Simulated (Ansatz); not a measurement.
BaTiO3: pressure against volume, fitted

```
CELL_PARAMETERS angstrom
3.99980 0.00000 0.00000
0.00000 3.99980 0.00000
0.00000 0.00000 4.01800
ATOMIC_POSITIONS crystal
Ba 0.00000 0.00000 0.00000
Ti 0.50000 0.50000 0.50000
O 0.50000 0.50000 0.00000
O 0.50000 0.00000 0.50000
O 0.00000 0.50000 0.50000
```

Atom numbers follow the list: Ba1, Ti2, O3, O4, O5.

The cell is COD entry 2100860, as deposited and not checked against the literature; nothing was relaxed.

No spin–orbit coupling, which matters for the heavy atoms here.

Level of theory: DFT, PBE, all-electron LAPW, scalar-relativistic (Ansatz 0.2.0).

Settings: a Γ-centred 7×7×7 k mesh, Fermi–Dirac smearing of 0.03 eV, basis error target 1 meV/atom, no spin polarisation.

The cell is scaled evenly. Fractional coordinates are held (clamped ions).

```
V (Å³/atom)  P (GPa)
     12.085    13.77
     12.342     9.30
     12.599     5.29
     12.728     3.44
     12.856     1.69
     12.985     0.03
     13.113    -1.54
     13.628    -7.02
```

Fit a third-order Birch–Murnaghan curve to the pressures.

P = (3B0/2)(y^(7/2) − y^(5/2))[1 + (3/4)(B0′ − 4)(y − 1)] with y = (V0/V)^(2/3) fits within 0.01 GPa for V0 = 12.988 Å³/atom, B0 = 162.6 GPa and B0′ = 4.49.

Predict the pressure at the withheld volume, 13.371 Å³/atom.

There y = 0.9808, so the fit gives -4.43 GPa; the run gave -4.43 GPa.
